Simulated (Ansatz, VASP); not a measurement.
## Al: VASP beside Ansatz

```
Al
1.0
     0.00000    1.99181    1.99181
     1.99181    0.00000    1.99181
     1.99181    1.99181    0.00000
Al
1
Direct
  0.00000 0.00000 0.00000
```

Alike in both runs: functional LDA; k mesh 18 × 18 × 18; occupations gaussian, width 0.1 eV; no spin polarisation.

Ansatz relaxed the structure, and its values are those at the end. VASP's run is a single point on that final structure, the one shown.

```csv
,VASP,Ansatz
version,VASP 6.6.1,Ansatz 0.2.0
potentials or method,"VASP PAW LDA potentials, release 64 (Al)","scalar-relativistic, plane waves, PAW"
plane-wave cutoff (eV),520,420
valence electrons in the cell,3,3
```

Ansatz gave:

- gap on the k mesh at the Fermi level (eV): none
- pressure (GPa): 0.0

Task: Estimate VASP's values.

Result: gap on the k mesh at the Fermi level (eV): none; pressure (GPa): 0.1.

A gap of «none» marks a metal or a gap that the smearing closes.
